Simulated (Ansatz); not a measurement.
## TiTe$_{2}$: energy along a strain

TiTe$_{2}$, P-3m1, a = 3.777 Å, c = 6.498 Å (as given, not relaxed at this level: 0.9 GPa, forces to 0.03 eV/Å). The structure is a COD entry; whether it is the stable form wasn't checked. Ansatz: PBE, PAW, 420 eV, Γ-centred 12×12×8 mesh on 3 atoms, Gaussian smearing 0.15 eV; no spin polarisation. Cell vectors (Å): 3.777 0.000 0.000; -1.889 3.271 0.000; 0.000 0.000 6.498. The cell is strained by x per cent times the pattern (0 0 0 0 1 0) in the order xx yy zz yz xz xy (engineering shears), with fractional coordinates held. y is the free energy over the start, V0 = 26.760 Å³/atom. Symmetry makes y even in x. Points with a strain past 8.5 % were computed too (4) and aren't used here.

```tsv
x (%)	y (meV/atom)
-7.50	27.10
0.00	0.00
1.87	1.68
3.75	6.74
5.62	?
```

Problem. Fit y = c2 x² + c4 x⁴ to the other rows, get the stiffness along the pattern, and predict the missing energy.

Solution. Least squares on the rows shown. y = 0.47863 x² + 5.6018×10⁻⁵ x⁴. The clamped-ion stiffness p·C·p = 2 × 4.786 eV × 160.2 / 26.760 Å³ = 57 GPa, which is C55 in these axes (second derivative at the start, which stands under stress). At x = 5.62 the fit asked for gives 15.17 meV/atom. The run gave 15.18 meV/atom, so the fit is 0.01 meV/atom too low, a small miss on the scale of the series.